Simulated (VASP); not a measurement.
# Mg (P6_3/mmc) in VASP: notebook

One crystal, Mg, is run at these levels: PBE, HSEsol, PBEsol0, PBE+TS-HI; tasks: band structure, electric field gradients.

Program: VASP 6.6.1. These are calculated values, not measurements. Logs are shortened: lines on timing, memory, paths and dates and some standing lists are left out, and cuts for length are marked.

## (1) The crystal as given

It takes space group P6_3/mmc (No. 194, hexagonal). The conventional cell has a = 3.209 Å, b = 3.209 Å, c = 5.210 Å, α = 90.00°, β = 90.00°, γ = 120.00°. Mg (site symmetry -6m2) has 12 Mg at 3.20 to 3.21 Å as nearest neighbours.

## (2) Band structure, PBE

Input file POSCAR:

```
Mg
1.0
    3.2093000000      0.0000000000      0.0000000000
   -1.6046500000      2.7793353284      0.0000000000
    0.0000000000      0.0000000000      5.2103000000
Mg
2
Direct
    0.6666666667      0.3333333333      0.7500000000
    0.3333333333      0.6666666667      0.2500000000
```

Input file INCAR.step1:

```
PREC = Accurate ; ENCUT = 520
EDIFF = 1E-6 ; ISMEAR = -1
SIGMA = 0.05 ; LREAL = F
LASPH = T ; NELM = 100
ALGO = Normal ; ISIF = 2
LWAVE = F ; LCHARG = T
GGA = PE
```

Input file KPOINTS.step1:

```
Automatic mesh
0
Gamma
  10 10 5
```

Input file INCAR.step2:

```
PREC = Accurate ; ENCUT = 520
EDIFF = 1E-6 ; ISMEAR = 0
SIGMA = 0.05 ; LREAL = F
LASPH = T ; NELM = 100
ALGO = Normal ; ISIF = 2
LWAVE = F ; LCHARG = F
GGA = PE ; ICHARG = 11
```

Input file KPOINTS.step2:

```
path GMKGALHA,LM,KH
15
line-mode
reciprocal
 0.0000000000  0.0000000000  0.0000000000  G
 0.5000000000  0.0000000000  0.0000000000  M

 0.5000000000  0.0000000000  0.0000000000  M
 0.3333333333  0.3333333333  0.0000000000  K

 0.3333333333  0.3333333333  0.0000000000  K
 0.0000000000  0.0000000000  0.0000000000  G

 0.0000000000  0.0000000000  0.0000000000  G
 0.0000000000  0.0000000000  0.5000000000  A

 0.0000000000  0.0000000000  0.5000000000  A
 0.5000000000  0.0000000000  0.5000000000  L

 0.5000000000  0.0000000000  0.5000000000  L
 0.3333333333  0.3333333333  0.5000000000  H

 0.3333333333  0.3333333333  0.5000000000  H
 0.0000000000  0.0000000000  0.5000000000  A

 0.5000000000  0.0000000000  0.5000000000  L
 0.5000000000  0.0000000000  0.0000000000  M

 0.3333333333  0.3333333333  0.0000000000  K
 0.3333333333  0.3333333333  0.5000000000  H
```

Potentials or basis: VASP PAW PBE potentials, release 54 (Mg).

On the command line:

```sh
$ cat potpaw_PBE.54/Mg/POTCAR > POTCAR
$ cp INCAR.step1 INCAR
$ cp KPOINTS.step1 KPOINTS
$ mpirun -np 1 vasp_std > vasp.out
$ cp INCAR.step2 INCAR
$ cp KPOINTS.step2 KPOINTS
$ mpirun -np 1 vasp_std > vasp.out
```

OUTCAR:

```text
PREC = Accurate
   ENCUT = 520
   EDIFF = 1E-6
   ISMEAR = 0
   LREAL = F
   LASPH = T
   NELM = 100
   ISIF = 2
   GGA = PE
   ICHARG = 11

 ion  position               nearest neighbor table
   1  0.667  0.333  0.750-   2 3.20   2 3.20   2 3.20   2 3.20   2 3.20   2 3.20
   2  0.333  0.667  0.250-   1 3.20   1 3.20   1 3.20   1 3.20   1 3.20   1 3.20

  LATTYP: Found a hexagonal cell.
 ALAT       =     3.2093000000
 C/A-ratio  =     1.6235004518

  Lattice vectors:

 A1 = (   3.2093000000,   0.0000000000,   0.0000000000)
 A2 = (  -1.6046500000,   2.7793353284,   0.0000000000)
 A3 = (   0.0000000000,   0.0000000000,   5.2103000000)

Analysis of symmetry for initial positions (statically):
=====================================================================
 Subroutine PRICEL returns:
 Original cell was already a primitive cell.

 Routine SETGRP: Setting up the symmetry group for a
 hexagonal supercell.

 Subroutine GETGRP returns: Found 24 space group operations
 (whereof 12 operations were pure point group operations)
 out of a pool of 24 trial point group operations.

The static configuration has the point symmetry D_3d.
 The point group associated with its full space group is D_6h.

Analysis of symmetry for dynamics (positions and initial velocities):
=====================================================================
 Subroutine PRICEL returns:
 Original cell was already a primitive cell.

 Routine SETGRP: Setting up the symmetry group for a
 hexagonal supercell.

 Subroutine GETGRP returns: Found 24 space group operations
 (whereof 12 operations were pure point group operations)
 out of a pool of 24 trial point group operations.

The dynamic configuration has the point symmetry D_3d.
 The point group associated with its full space group is D_6h.

 Subroutine INISYM returns: Found 24 space group operations
 (whereof 12 operations are pure point group operations),
 and found     1 'primitive' translations

----------------------------------------------------------------------------------------

                                     Primitive cell

  volume of cell :      46.4744

  direct lattice vectors                    reciprocal lattice vectors
[... 72 lines left out ...]
   ISTART =      0    job   : 0-new  1-cont  2-samecut
   ICHARG =     11    charge: 1-file 2-atom 10-const
   ISPIN  =      1    spin polarized calculation?
   LNONCOLLINEAR =      F non collinear calculations
   LSORBIT =      F    spin-orbit coupling
   LASPH  =      T    aspherical Exc in radial PAW
   ENCUT  =  520.0 eV  38.22 Ry    6.18 a.u.   5.97  5.97  9.69*2*pi/ulx,y,z
   NELM   =    100;   NELMIN=  2; NELMDL=  0     # of ELM steps
   EDIFF  = 0.1E-05   stopping-criterion for ELM
   LREAL  =      F    real-space projection
   EDIFFG = 0.1E-04   stopping-criterion for IOM
   NSW    =      0    number of steps for IOM
   IBRION =     -1    ionic relax: 0-MD 1-quasi-New 2-CG
   NFREE  =      0    steps in history (QN), initial steepest desc. (CG)
   ISIF   =      2    stress and relaxation
   ISYM   =      2    0-nonsym 1-usesym 2-fastsym
   POTIM  = 0.5000    time-step for ionic-motion
   TEBEG  =    0.0;   TEEND  =   0.0 temperature during run
   PSTRESS=    0.0 pullay stress
   NELECT =       4.0000    total number of electrons
   NUPDOWN=      -1.0000    fix difference up-down
   EMIN   =  10.00;   EMAX   =-10.00  energy-range for DOS
   EFERMI =   0.00;   METHOD = LEGACY
   ISMEAR =     0;   SIGMA  =   0.05  broadening in eV -4-tet -1-fermi 0-gaus
   EFERMI_NEDOS =   21; number of points for ismear=-14 and -15
   IALGO  =     38    algorithm
   IMIX   =      4    mixing-type and parameters
     AMIX     =   0.40;   BMIX     =  1.00
     AMIX_MAG =   1.60;   BMIX_MAG =  1.00
  volume/ion in A,a.u.               =      23.24       156.81
  Fermi-wavevector in a.u.,A,eV,Ry     =   0.722809  1.365911  7.108401  0.522453
  Thomas-Fermi vector in A             =   1.812866
   LORBIT       =      0    0 simple, 1 ext, 2 COOP (PROOUT), +10 PAW based schemes
   GGA     = PE    functional components
   LHFCALC =     F    Hartree Fock is set to
   AEXX    =    0.0000 exact exchange contribution
   IVDW    =     0    specifies the selected vdW correction
   LEPSILON=     F    determine dielectric tensor
   LRPA    =     F    only Hartree local field effects (RPA)
 non-spin polarized calculation
 Gauss-broadening in eV      SIGMA  =   0.05
  energy-cutoff  :      520.00
  volume of cell :       46.47
 maximum number of plane-waves:      1281
 NGX is ok and might be reduce to    24

 number of electron       4.0000000 magnetization

 Free energy of the ion-electron system (eV)
  ---------------------------------------------------
  ext. energy  EPLUGINS =         0.00000000
  ---------------------------------------------------
  free energy    TOTEN  =        -2.37833246 eV

  energy without entropy =       -2.37639370  energy(sigma->0) =       -2.37736308

 E-fermi :   2.2403     XC(G=0):  -8.4536

 val. band max:        2.2245023115   @ k =   0.3810   0.2381   0.5000
 cond. band min:       2.2507042330   @ k =   0.4524   0.0952   0.5000
 fundamental gap:      0.0262019215
 Fermi energy:         2.2403449261

 k-point     1 :       0.0000    0.0000    0.0000
  band No.  band energies     occupation
      1      -4.3090      2.00000
      2       0.9078      2.00000
      3       1.3274      2.00000
      4      13.4389      0.00000
      5      13.4785      0.00000
      6      13.5283      0.00000
[... 199 lines left out ...]
 k-point    24 :       0.4048    0.1905    0.0000
  band No.  band energies     occupation
      1       0.9468      2.00000
      2       0.9570      2.00000
      3       4.6646      0.00000
      4       5.6915      0.00000
      5       6.0812      0.00000
      6       6.2587      0.00000

 [... further k-points ...]
[... 5 lines left out ...]
  --------------------------------------------------------------------------------------
  -------------------------------------------------------------------------------------
  Total        0.4904583      0.4904583     -0.2070659      0.0000000      0.0000000      0.0000000
  in kB       16.9082508     16.9082508     -7.1384701      0.0000000      0.0000000      0.0000000
  external PRESSURE =       8.8926771 kB  Pullay stress =       0.0000000 kB

 VOLUME and BASIS-vectors are now :
 -----------------------------------------------------------------------------
  energy-cutoff  :      520.00
  volume of cell :       46.47
      direct lattice vectors                 reciprocal lattice vectors
     3.209300000  0.000000000  0.000000000     0.311594429  0.179899127  0.000000000
    -1.604650000  2.779335328  0.000000000     0.000000000  0.359798255  0.000000000
     0.000000000  0.000000000  5.210300000     0.000000000  0.000000000  0.191927528

 POSITION                                       TOTAL-FORCE (eV/Angst)
 -----------------------------------------------------------------------------------
      1.60465      0.92645      3.90773        -0.000000      0.000000      0.000000
     -0.00000      1.85289      1.30258         0.000000     -0.000000      0.000000
 -----------------------------------------------------------------------------------
    total drift:                                0.000000     -0.000000      0.000000

  FREE ENERGIE OF THE ION-ELECTRON SYSTEM (eV)
  ---------------------------------------------------
  free  energy   TOTEN  =        -2.3783324566 eV

  energy  without entropy=       -2.3763936999  energy(sigma->0) =       -2.37736308
```

OUTCAR.step1:

```text
PREC = Accurate
   ENCUT = 520
   EDIFF = 1E-6
   ISMEAR = -1
   LREAL = F
[... 442 lines left out ...]
      1.60465      0.92645      3.90773        -0.000000     -0.000000      0.000000
     -0.00000      1.85289      1.30258         0.000000      0.000000      0.000000
 -----------------------------------------------------------------------------------
    total drift:                                0.000000     -0.000000      0.000000

  FREE ENERGIE OF THE ION-ELECTRON SYSTEM (eV)
  ---------------------------------------------------
  free  energy   TOTEN  =        -3.0064728239 eV

  energy  without entropy=       -2.9945633707  energy(sigma->0) =       -3.00051810
```

OSZICAR.step1:

```text
N       E                     dE             d eps       ncg     rms          rms(c)
DAV:   1    -0.184873556992E+00   -0.18487E+00   -0.12030E+03   504   0.457E+02
DAV:   2    -0.299666341797E+01   -0.28118E+01   -0.27485E+01   678   0.278E+01
DAV:   3    -0.301992973076E+01   -0.23266E-01   -0.23254E-01   696   0.326E+00
DAV:   4    -0.301999809735E+01   -0.68367E-04   -0.68366E-04   756   0.150E-01
DAV:   5    -0.301999818820E+01   -0.90846E-07   -0.91021E-07   696   0.447E-03    0.956E-01
DAV:   6    -0.301393021912E+01    0.60680E-02   -0.65752E-04   666   0.295E-01    0.612E-01
DAV:   7    -0.300646228508E+01    0.74679E-02   -0.25747E-03   576   0.512E-01    0.343E-02
DAV:   8    -0.300647458123E+01   -0.12296E-04   -0.13993E-05   834   0.332E-02    0.753E-03
DAV:   9    -0.300647306055E+01    0.15207E-05   -0.12088E-06   600   0.783E-03    0.630E-04
DAV:  10    -0.300647282392E+01    0.23663E-06   -0.54443E-09   426   0.695E-04
   1 F= -.30064728E+01 E0= -.30005181E+01  d E =-.119095E-01
```

It took 29 s on 1 thread of AMD EPYC 7R43 (Zen 3), shared host; peak memory 0.14 GiB.

Results:

| Item | Value |
| --- | --- |
| Band gap along the path | none (metal or under the smearing width) |

Levels at the corners of the path, in eV from the Fermi level:
| point | band 1 | band 2 | band 3 | band 4 | band 5 | band 6 |
| --- | --- | --- | --- | --- | --- | --- |
| Γ | -6.91 | -1.69 | -1.27 | 10.84 | 10.88 | 10.93 |
| M | -2.15 | -2.15 | 2.62 | 2.99 | 3.22 | 3.63 |
| M | -2.15 | -2.15 | 2.62 | 2.99 | 3.22 | 3.63 |
| K | -0.63 | -0.62 | -0.62 | 4.08 | 4.08 | 4.26 |
| K | -0.63 | -0.62 | -0.62 | 4.08 | 4.08 | 4.26 |
| Γ | -6.91 | -1.69 | -1.27 | 10.84 | 10.84 | 10.93 |
| Γ | -6.91 | -1.69 | -1.27 | 10.84 | 10.85 | 10.93 |
| A | -5.53 | -5.53 | 4.97 | 4.97 | 11.59 | 11.59 |
| A | -5.53 | -5.53 | 4.97 | 4.97 | 11.59 | 11.59 |
| L | -1.11 | -1.11 | -0.47 | -0.47 | 7.96 | 7.96 |
| L | -1.11 | -1.11 | -0.47 | -0.47 | 7.96 | 7.96 |
| H | 0.18 | 0.18 | 0.65 | 0.65 | 1.49 | 1.49 |
| H | 0.18 | 0.18 | 0.65 | 0.65 | 1.49 | 1.49 |
| A | -5.53 | -5.53 | 4.97 | 4.97 | 11.59 | 11.59 |
| L | -1.11 | -1.11 | -0.47 | -0.47 | 7.96 | 7.96 |
| M | -2.15 | -2.15 | 2.62 | 2.99 | 3.22 | 3.63 |
| K | -0.63 | -0.62 | -0.62 | 4.08 | 4.08 | 4.26 |
| H | 0.18 | 0.18 | 0.65 | 0.65 | 1.49 | 1.49 |

Caveat: the log is that of the step along the path at fixed density, whose energy, stress, charges and moments have no meaning.

## (3) Band structure, PBE

POSCAR is that of step 2.

Input file INCAR.step1:

```
SYSTEM = Mg
PREC = Accurate ; ENCUT = 500
EDIFF = 1E-6 ; ISMEAR = -1
SIGMA = 0.05 ; LREAL = .FALSE.
LASPH = .TRUE. ; NELM = 100
ALGO = Normal ; ISIF = 2
LWAVE = .FALSE. ; LCHARG = .TRUE.
GGA = PE ; NBANDS = 9
```

Input file KPOINTS.step1:

```
regular mesh
0
G
  10 10 5
  0 0 0
```

Input file INCAR.step2:

```
SYSTEM = Mg
PREC = Accurate ; ENCUT = 500
EDIFF = 1E-6 ; ISMEAR = 0
SIGMA = 0.05 ; LREAL = .FALSE.
LASPH = .TRUE. ; NELM = 100
ALGO = Normal ; ISIF = 2
LWAVE = .FALSE. ; LCHARG = .FALSE.
GGA = PE ; NBANDS = 9
ICHARG = 11
```

Changes to KPOINTS.step2 since step 2:

```diff
@@ -1,3 +1,3 @@
 path GMKGALHA,LM,KH
-15
+10
 line-mode
```

Potentials or basis: VASP PAW PBE potentials, release 54 (Mg).

On the command line:

```sh
$ cat potpaw_PBE.54/Mg/POTCAR > POTCAR
$ cp INCAR.step1 INCAR
$ cp KPOINTS.step1 KPOINTS
$ mpirun -np 1 vasp_std > vasp.out
$ cp INCAR.step2 INCAR
$ cp KPOINTS.step2 KPOINTS
$ mpirun -np 1 vasp_std > vasp.out
```

It took 38 s on 1 thread of AMD EPYC 7R43 (Zen 3), shared host; peak memory 0.13 GiB.

It converged, with:

* Band gap along the path: none (metal or under the smearing width)

Levels at the corners of the path, in eV from the Fermi level:
| point | band 1 | band 2 | band 3 | band 4 | band 5 | band 6 | band 7 |
| --- | --- | --- | --- | --- | --- | --- | --- |
| Γ | -6.91 | -1.69 | -1.27 | 10.84 | 10.84 | 10.93 | 10.93 |
| M | -2.15 | -2.15 | 2.62 | 2.99 | 3.22 | 3.63 | 6.79 |
| M | -2.15 | -2.15 | 2.62 | 2.99 | 3.22 | 3.63 | 6.79 |
| K | -0.63 | -0.62 | -0.62 | 4.08 | 4.08 | 4.26 | 4.81 |
| K | -0.63 | -0.62 | -0.62 | 4.08 | 4.08 | 4.26 | 4.81 |
| Γ | -6.91 | -1.69 | -1.27 | 10.84 | 10.84 | 10.93 | 10.93 |
| Γ | -6.91 | -1.69 | -1.27 | 10.84 | 10.84 | 10.93 | 10.93 |
| A | -5.53 | -5.53 | 4.97 | 4.97 | 11.59 | 11.59 | 11.59 |
| A | -5.53 | -5.53 | 4.97 | 4.97 | 11.59 | 11.59 | 11.59 |
| L | -1.11 | -1.11 | -0.47 | -0.47 | 7.96 | 7.96 | 7.97 |
| L | -1.11 | -1.11 | -0.47 | -0.47 | 7.96 | 7.96 | 7.97 |
| H | 0.18 | 0.18 | 0.65 | 0.65 | 1.49 | 1.49 | 10.77 |
| H | 0.18 | 0.18 | 0.65 | 0.65 | 1.49 | 1.49 | 10.77 |
| A | -5.53 | -5.53 | 4.97 | 4.97 | 11.59 | 11.59 | 11.59 |
| L | -1.11 | -1.11 | -0.47 | -0.47 | 7.96 | 7.96 | 7.97 |
| M | -2.15 | -2.15 | 2.62 | 2.99 | 3.22 | 3.63 | 6.79 |
| K | -0.63 | -0.62 | -0.62 | 4.08 | 4.08 | 4.26 | 4.81 |
| H | 0.18 | 0.18 | 0.65 | 0.65 | 1.49 | 1.49 | 10.77 |

Caveat: the log is that of the step along the path at fixed density, whose energy, stress, charges and moments have no meaning.

## (4) Band structure, HSEsol

POSCAR is that of step 3.

Input file INCAR.step1:

```
  ALGO = Normal
  EDIFF = 1E-5
  ENCUT = 520
  GGA = PE
  ISIF = 2
  ISMEAR = -1
  LASPH = T
  LCHARG = F
  LREAL = F
  LWAVE = T
  NELM = 80
  PREC = Accurate
  SIGMA = 0.05
```

Input file INCAR.step2:

```
  ALGO = Normal
  EDIFF = 1E-7
  ENCUT = 520
  GGA = PS
  HFSCREEN = 0.2
  ISIF = 2
  ISMEAR = -1
  ISTART = 1
  LASPH = T
  LCHARG = F
  LHFCALC = T
  LREAL = F
  LWAVE = F
  NELM = 80
  PREC = Accurate
  PRECFOCK = Normal
  SIGMA = 0.05
```

Input file KPOINTS:

```
k-points
0
Gamma
  5 5 3
```

Input file KPOINTS_OPT:

```
path GMKGALHA,LM,KH
12
line-mode
reciprocal
 0.0000000000  0.0000000000  0.0000000000  G
 0.5000000000  0.0000000000  0.0000000000  M

 0.5000000000  0.0000000000  0.0000000000  M
 0.3333333333  0.3333333333  0.0000000000  K

 0.3333333333  0.3333333333  0.0000000000  K
 0.0000000000  0.0000000000  0.0000000000  G

 0.0000000000  0.0000000000  0.0000000000  G
 0.0000000000  0.0000000000  0.5000000000  A

 0.0000000000  0.0000000000  0.5000000000  A
 0.5000000000  0.0000000000  0.5000000000  L

 0.5000000000  0.0000000000  0.5000000000  L
 0.3333333333  0.3333333333  0.5000000000  H

 0.3333333333  0.3333333333  0.5000000000  H
 0.0000000000  0.0000000000  0.5000000000  A

 0.5000000000  0.0000000000  0.5000000000  L
 0.5000000000  0.0000000000  0.0000000000  M

 0.3333333333  0.3333333333  0.0000000000  K
 0.3333333333  0.3333333333  0.5000000000  H
```

Potentials or basis: VASP PAW PBE potentials, release 64 (Mg).

On the command line:

```sh
$ cat potpaw_PBE.64/Mg/POTCAR > POTCAR
$ cp INCAR.step1 INCAR
$ mpirun -np 1 vasp_std > vasp.out
$ cp INCAR.step2 INCAR
$ mpirun -np 1 vasp_std > vasp.out
```

It took 4.1 min on 1 thread of Intel Xeon 6975P-C (Granite Rapids), shared host; peak memory 0.28 GiB.

Results (log left out):

- Free energy: -3.4068 eV
- Pressure: -1.1 GPa
- Band gap along the path: none (metal or under the smearing width)

Stress tensor (GPa, compression positive):
```
-1.40  0.00  0.00
 0.00 -1.40  0.00
 0.00  0.00 -0.65
```

Levels at the corners of the path, in eV from the Fermi level:
```
point  band 1  band 2  band 3  band 4  band 5
    Γ   -7.85   -1.82   -1.32   11.79   11.85
    M   -2.33   -2.32    3.15    3.53    3.81
    M   -2.33   -2.32    3.15    3.53    3.81
    K   -0.56   -0.56   -0.56    4.74    4.74
    K   -0.56   -0.56   -0.56    4.74    4.75
    Γ   -7.85   -1.82   -1.32   11.79   11.81
    Γ   -7.85   -1.82   -1.32   11.79   11.81
    A   -6.26   -6.26    5.65    5.65   12.57
    A   -6.26   -6.26    5.65    5.65   12.57
    L   -1.15   -1.15   -0.28   -0.28    8.82
    L   -1.15   -1.15   -0.28   -0.28    8.82
    H    0.33    0.33    0.93    0.93    1.93
    H    0.33    0.33    0.93    0.93    1.93
    A   -6.26   -6.26    5.65    5.65   12.57
    L   -1.15   -1.15   -0.28   -0.28    8.82
    M   -2.33   -2.32    3.15    3.53    3.81
    K   -0.56   -0.56   -0.56    4.74    4.74
    H    0.33    0.33    0.93    0.93    1.93
```

Caveat: the k mesh is coarse (spacing up to 0.45 Å⁻¹), so the values aren't converged, least of all with exact exchange; the PAW data sets were made with another functional, which shifts forces and pressure a little.

(Part 1 of 2 ends here.)
